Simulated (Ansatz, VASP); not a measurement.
**Two plane-wave programs on Co**

```
Co
1.0
     9.00000    0.00000    0.00000
     0.00000    9.30000    0.00000
     0.00000    0.00000    2.15302
Co
1
Direct
  0.50000 0.50000 0.00000
```

Alike in both runs: functional PBE; k mesh 1 × 1 × 29; occupations gaussian, width 0.05 eV; collinear spin.

Ansatz relaxed the structure, and its values are those at the end. VASP's run is a single point on that final structure, the one shown.

```csv
,VASP,Ansatz
version,VASP 6.6.1,Ansatz 0.2.0
potentials or method,"VASP PAW PBE potentials, release 64 (Co)","scalar-relativistic, plane waves, PAW"
plane-wave cutoff (eV),520,420
valence electrons in the cell,9,17
```

|  | VASP | Ansatz | Ansatz less VASP |
| --- | --- | --- | --- |
| gap on the k mesh at the Fermi level (eV) | none | none | - |
| net moment per atom (μB) | 2.17 | 2.17 | 0.000 |
| size of the moment on the site where the two differ most (μB) | 2.12 | 2.03 | -0.083 |

Site moments also hang on the region over which each program counts them. A gap of «none» marks a metal or a gap that the smearing closes. The two sets of potentials don't hold the same shells in valence. Ansatz warned: «xc_potential_rough_in_thin_density».
